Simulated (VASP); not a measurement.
Crystal: V.

```
V
1.0
     2.69235    0.00000    0.00000
    -1.34617    2.33164    0.00000
     0.00000    0.00000    4.39661
V
2
Direct
  0.33333 0.66667 0.25000
  0.66667 0.33333 0.75000
```

This isn't the form of V at room conditions, which is bcc.

```yaml
Program: VASP 6.6.1
Task: relaxation of cell and atoms
Functional: PBEsol
Potentials_or_basis: VASP PAW PBE potentials, release 64 (V_sv)
Cutoff: 600 eV
k_mesh: 18 × 18 × 10
Occupations: gaussian, width 0.1 eV
Spin: no spin polarisation
```

At the start: pressure -5.8 GPa; volume 13.80 Å³/atom.

Problem. How do energy, volume and symmetry change on relaxing?

Solution. Over 10 steps the energy falls by 45.1 meV/atom and the volume is 13.32 Å³/atom (-3.5 %); space group P6_3/mmc (No. 194, to 0.05 Å).

Step by step:
| step | energy change (eV) | largest force (eV/Å) | pressure (GPa) | volume (Å³) |
| --- | --- | --- | --- | --- |
| 1 | 0.0000 | 0.0000 | -5.78 | 27.60 |
| 2 | -0.0294 | 0.0000 | 7.99 | 25.65 |
| 3 | -0.0383 | 0.0000 | 3.22 | 26.25 |
| 4 | -0.0802 | 0.0000 | 3.73 | 26.14 |
| 5 | -0.0832 | 0.0000 | 4.13 | 26.09 |
| 6 | -0.0785 | 0.0000 | -4.81 | 27.38 |
| 7 | -0.0901 | 0.0000 | 0.01 | 26.64 |
| 8 | -0.0901 | 0.0000 | 0.11 | 26.63 |
| 9 | -0.0902 | 0.0000 | 0.05 | 26.64 |
| 10 | -0.0902 | 0.0000 | 0.04 | 26.64 |

Final structure:
```xyz
2
Lattice="2.5734 0.0000 0.0000 -1.2867 2.2286 0.0000 0.0000 0.0000 4.6451" Properties=species:S:1:pos:R:3 pbc="T T T"
V     0.0000    1.4857    1.1613
V     1.2867    0.7429    3.4838
```

Caveat: the PAW data sets were made with another functional, which shifts forces and pressure a little.
